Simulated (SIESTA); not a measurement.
## InAs under changes of volume

One of the cells (27.489 Å³/atom); the others are scaled copies at fixed shape and fractional positions:

```xyz
2
Lattice="0.0000 3.0180 3.0180 3.0180 0.0000 3.0180 3.0180 3.0180 0.0000" Properties=species:S:1:pos:R:3 pbc="T T T"
In    0.0000    0.0000    0.0000
As    4.5270    4.5270    4.5270
```

| Quantity | Value |
| --- | --- |
| Program | SIESTA 5.4.2 |
| Functional | LDA |
| Potentials or basis | PseudoDojo 0.4 standard (LDA files) |
| Basis | DZP (energy shift 0.003 Ry; two zetas on semicore shells) |
| Grid cutoff | 500 Ry |
| Energy shift | 0.003 Ry |
| k mesh | 8 × 8 × 8 |
| Occupations | fermi-dirac, width 0.05 eV |
| Spin | no spin polarisation |

```tsv
volume (Å³/atom)	energy over the lowest point (meV/atom)	pressure (GPa)
25.840	?	?
26.389	7.06	2.4
26.939	1.23	1.0
27.489	0.00	-0.3
28.039	2.89	-1.4
28.588	9.45	-2.4
29.138	19.22	-3.3
```

What does the run at 25.840 Å³/atom give?

Energy over the lowest point 18.10 meV/atom; pressure 4.0 GPa.

Worked out: A Birch-Murnaghan fit of order 3 (a polynomial in V^(-2/3)) to the other rows has its minimum at 27.37 Å³/atom with B0 = V·E''(V) = 61 GPa and B' = 4.9. It gives 18.09 meV/atom at 25.840 Å³/atom, against the run's 18.10, and -dE/dV = 4.0 GPa, against 4.0.

Energies are extrapolated to zero smearing.

Caveats: the basis of atomic orbitals isn't converged, which shifts pressures, moduli and gaps.
